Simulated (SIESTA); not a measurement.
Runs of SIESTA 5.4.2 on C. Symmetry: P6_3/mmc, No. 194, hexagonal system. The conventional cell has a = 2.522 Å, b = 2.522 Å, c = 12.356 Å, α = 90.00°, β = 90.00°, γ = 120.00°. Around C (site symmetry 3m) lie 4 C at 1.54 Å. C (site symmetry 3m) is surrounded by 4 C at 1.54 Å. Around C (site symmetry 3m) lie 4 C at 1.54 Å. This is a hexagonal form of diamond, not graphite.

```csv
task,level,potentials or basis,cell,k mesh,force tolerance,optimiser,gap on the mesh (eV),pressure (GPa),relaxed volume (Å³/atom),largest force (eV/Å)
band structure,BLYP,"PseudoDojo 0.4 standard (PBE files), DZP (energy shift 0.003 Ry)",as given,12 × 12 × 3,-,-,4.75,(b),-,0.34
band structure,RPBE,"PseudoDojo 0.4 standard (PBE files), DZP (energy shift 0.003 Ry)",as given,12 × 12 × 3,-,-,4.60,12.9,-,0.34
relaxation of cell and atoms,PBE,"PseudoDojo 0.4 standard (PBE files), DZP (energy shift 0.003 Ry)",relaxed,8 × 8 × 2,0.02 eV/Å,-,4.50,-0.1,5.81,-
relaxation of cell and atoms,BLYP,"PseudoDojo 0.4 standard (PBE files), DZP (energy shift 0.003 Ry)",relaxed,8 × 8 × 2,0.01 eV/Å,-,4.63,-0.1,6.01,-
band structure,vdW-DF-cx,"PseudoDojo 0.4 standard (PBE files), DZP (energy shift 0.003 Ry)",as given,12 × 12 × 3,-,-,4.47,(a),-,0.35
band structure,PBEsol,"PseudoDojo 0.4 standard (PBEsol files), DZP (energy shift 0.003 Ry)",as given,12 × 12 × 3,-,-,4.39,5.4,-,0.35
relaxation of cell and atoms,PBEsol,"PseudoDojo 0.4 standard (PBEsol files), DZP (energy shift 0.003 Ry)",relaxed,8 × 8 × 2,0.01 eV/Å,-,4.39,-0.1,5.74,-
relaxation of cell and atoms,vdW-DF-cx,"PseudoDojo 0.4 standard (PBE files), DZP (energy shift 0.003 Ry)",relaxed to 20 GPa,8 × 8 × 2,0.02 eV/Å,Broyden,4.57,20.0,-,-
```

Alike in all rows: no spin polarisation; smearing fermi-dirac 0.05 eV; grid cutoff 500 Ry; energy shift 0.003 Ry.

Question: Estimate the missing entries.

Answer: (a) 8.5; (b) 25.1.

Caveats: the basis of atomic orbitals isn't converged, which shifts pressures, moduli and gaps; the potentials were made for another functional, which shifts forces and pressure (some runs); so large a pressure means that the cell lies far from this level's equilibrium, or that cutoff or potentials fall short (some runs).

A k mesh can miss the band edges.
